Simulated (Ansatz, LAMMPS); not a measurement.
# What went wrong? amorphous Al2O3 (175 atoms)

Program: Ansatz 0.2.0. The cell: 70 Al and 105 O.

input.yaml reads:

```yaml
crystal:
  lattice:
    - [12.179, 0.0, 0.0]
    - [0.0, 12.179, 0.0]
    - [0.0, 0.0, 12.179]
  atoms:
    - { symbol: Al, position: [0.15321, 0.63566, 0.50173] }
    - { symbol: Al, position: [0.26133, 0.97702, 0.84747] }
    - { symbol: Al, position: [0.2915, 0.37944, 0.92806] }
    - { symbol: Al, position: [0.34871, 0.94832, 0.63761] }
    - { symbol: Al, position: [0.98605, 0.33584, 0.96129] }
    - { symbol: Al, position: [0.83272, 0.15589, 0.30705] }
    - { symbol: Al, position: [0.63763, 0.58963, 0.7308] }
    - { symbol: Al, position: [0.05599, 0.17138, 0.36774] }
    - { symbol: Al, position: [0.91856, 0.91728, 0.3818] }
    - { symbol: Al, position: [0.75806, 0.25722, 0.93078] }
    - { symbol: Al, position: [0.92185, 0.24019, 0.74195] }
    - { symbol: Al, position: [0.11882, 0.88574, 0.53901] }
    - { symbol: Al, position: [0.11382, 0.27628, 0.57884] }
    - { symbol: Al, position: [0.06746, 0.72525, 0.90895] }
    - { symbol: Al, position: [0.25674, 0.22421, 0.26835] }
    - { symbol: Al, position: [0.90682, 0.11827, 0.543] }
    - { symbol: Al, position: [0.48607, 0.38276, 0.78916] }
    - { symbol: Al, position: [0.03654, 0.63134, 0.13069] }
    [... 151 atom lines left out ...]
    - { symbol: O, position: [0.01638, 0.65547, 0.57258] }
    - { symbol: O, position: [0.58189, 0.53173, 0.84909] }
    - { symbol: O, position: [0.46592, 0.43183, 0.43926] }
    - { symbol: O, position: [0.803, 0.39073, 0.84496] }
    - { symbol: O, position: [0.39552, 0.02537, 0.36642] }
    - { symbol: O, position: [0.6998, 0.38548, 0.42947] }
kpoints:
  mp_grid: { grid: [1, 1, 1] }
hamiltonian:
  xc: pbe
scf:
  occupations: { method: fixed }
  eigensolver: { kind: { support_functions: { accuracy: medium, radius: 2.92 } } }
  max_iter: 150
output:
  forces: true
  eigenvalues: true
```

Launch:

```sh
> ansatz run input.yaml --threads 4 --pin off --max-ram 8192MiB --backend cpu --events-out ev --progress --plain --runs-dir out
```

Output:

```text
Warning: scf.eigensolver.kind.support_functions: disabling space-group detection — the functions' gradient is summed over unrotated k-points, so no spatial operation reduces the k-mesh or symmetrises the density; time reversal is kept, so that k and −k are solved as one point where they differ and the mesh holds both, and exact exchange and, on two spinor components, a DFT+U term hold to it where the run has them: [...]
Warning: basis.ecutwfc = 464 eV, auto-derived: no grid that the accuracy of the support functions lays serves the files at the lower one that their records recommend; a deck with other species or settings can derive another value
settings of this run that can trade accuracy for cost: scf.eigensolver.kind.support_functions [...]
Engine: ansatz 0.2.0, aarch64-unknown-linux-gnu
Pseudopotentials: kind: paw
Pseudopotential: Al, paw, valence charge 3, recommended cutoff 420 eV (normal), Al.paw.azcp
Pseudopotential: O, paw, valence charge 6, recommended cutoff 420 eV (normal), O.paw.azcp
[... 5 lines on functional and potentials left out ...]
Error: SCF: the radius of support functions is under 3.27 Å, the least for these sites at the functions' level (scf.eigensolver.kind.support_functions.accuracy). Use scf.eigensolver.kind: auto, or type scf.eigensolver.kind.support_functions.radius at least as long, [...]
```

The job ended after 3 s (4 threads of Arm Neoverse V1, shared host; peak memory 0.24 GiB).

What is at fault here, and what would mend it?

A radius under the least that the level allows: support_functions.radius = 2.92.

The fix is to use a longer radius.

The run ended with an error.

[Logs are printed without paths, hosts, clocks, repeated set-up lines and the standing remarks that a program may print on its own settings, such as how far it seeks lower states.]

[Hosts, paths, dates, database ids (printed as entryN), source tags and the programs' standing remarks are cut or masked in the printed files.]
